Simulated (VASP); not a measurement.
# Na: intraband terms of a metal's spectrum

Na, P6_3/mmc (no. 194), 2 atoms in the cell. PBE, independent-particle dielectric function; PAW potentials Na_pv (PBE set).

## Input

INCAR.step1:
```
PREC     = Accurate       # precision mode
ENCUT    = 300            # plane-wave cutoff, eV
ISMEAR   = 1              # smearing method
SIGMA    = 0.1            # smearing width, eV
EDIFF    = 1E-7           # SCF threshold, eV
LASPH    = T              # aspherical terms in the spheres
KPAR     = 4            
LWAVE    = F              # write WAVECAR
LCHARG   = T              # write CHGCAR
LMAXMIX  = 4              # l up to which the mixer works
```

INCAR.step2:
```
PREC     = Accurate       # precision mode
ENCUT    = 300            # plane-wave cutoff, eV
ISMEAR   = 0              # smearing method
SIGMA    = 0.3            # smearing width, eV
EDIFF    = 1E-6           # SCF threshold, eV
LASPH    = T              # aspherical terms in the spheres
KPAR     = 4            
LWAVE    = T              # write WAVECAR
LCHARG   = F              # write CHGCAR
LMAXMIX  = 4              # l up to which the mixer works
ICHARG   = 11             # starting density
NBANDS   = 25             # bands
NEDOS    = 3000           # points of the DOS
OMEGAMAX = 30           
CSHIFT   = 0.1           
```

INCAR.step3, as INCAR.step2 but for:
```
- LWAVE = T
+ LWAVE = F
+ LOPTICS = T
+ ALGO = None
+ NELM = 1
+ ISTART = 1
```

INCAR.step4, as INCAR.step3 but for:
```
+ WPLASMAI = 0.03
```

INCAR.step5 to INCAR.step6 change the same tag again: WPLASMAI = 0.1, 0.3.

INCAR.step7, as INCAR.step6 but for:
```
- WPLASMAI = 0.3
+ RTIME = 5
```

INCAR.step8, as INCAR.step7 but for:
```
- RTIME = 5
+ RTIME = 20
```

INCAR.step9, as INCAR.step8 but for:
```
- RTIME = 20
+ LNABLA = T
```

INCAR.step10, as INCAR.step9 but for:
```
- ISMEAR = 0
- LNABLA = T
+ ISMEAR = -5
```

KPOINTS.step1:
```
k-points
0
Gamma
  8 8 5
```

KPOINTS.step2:
```
k-points
0
Gamma
  17 17 9
```

POSCAR:
```
Na
1.0
    3.7670000000      0.0000000000      0.0000000000
   -1.8835000000      3.2623176961      0.0000000000
    0.0000000000      0.0000000000      6.1540000000
Na
2
Direct
    0.6666666667      0.3333333333      0.7500000000
    0.3333333333      0.6666666667      0.2500000000
```

Commands (each step's output is kept before the next begins):
```
cat potpaw_PBE.64/Na_pv/POTCAR > POTCAR
cp INCAR.step1 INCAR
cp KPOINTS.step1 KPOINTS
mpirun -np 4 vasp_std > vasp.out
cp INCAR.step2 INCAR
cp KPOINTS.step2 KPOINTS
mpirun -np 4 vasp_std > vasp.out
cp INCAR.step3 INCAR
mpirun -np 4 vasp_std > vasp.out
cp INCAR.step4 INCAR
mpirun -np 4 vasp_std > vasp.out
cp INCAR.step5 INCAR
mpirun -np 4 vasp_std > vasp.out
cp INCAR.step6 INCAR
mpirun -np 4 vasp_std > vasp.out
cp INCAR.step7 INCAR
mpirun -np 4 vasp_std > vasp.out
cp INCAR.step8 INCAR
mpirun -np 4 vasp_std > vasp.out
cp INCAR.step9 INCAR
mpirun -np 4 vasp_std > vasp.out
cp INCAR.step10 INCAR
mpirun -np 4 vasp_std > vasp.out
```

## Result

- Bands: 25

One ground state, settings moved in the last step alone:

| Settings | Plasma frequency (eV) | Im ε at 0.5 eV | Im ε at 1 eV | Im ε at 2 eV | Im ε at 4 eV | Time (s) |
|---|---|---|---|---|---|---|
| interband part alone | 5.92 | 2.7 | 0.3 | 0.1 | 0.0 | 15 |
| Drude term, WPLASMAI 0.03 | 5.92 | 11.1 | 1.3 | 0.2 | 0.0 | 13 |
| Drude term, WPLASMAI 0.1 | 5.92 | 29.7 | 3.7 | 0.5 | 0.1 | 13 |
| Drude term, WPLASMAI 0.3 | 5.92 | 64.7 | 9.9 | 1.4 | 0.2 | 12 |
| relaxation time RTIME 5 fs | 5.92 | 37.3 | 4.8 | 0.6 | 0.1 | 11 |
| relaxation time RTIME 20 fs | 5.92 | 11.9 | 1.4 | 0.2 | 0.0 | 12 |
| transversal form (LNABLA) | 5.98 | 2.8 | 0.3 | 0.1 | 0.0 | 11 |
| tetrahedron method | – | – | – | – | – | no result |

VASP 6.6.1 took 137 s on 4 cores (AMD EPYC 7R43 (Zen 3)), a shared host.
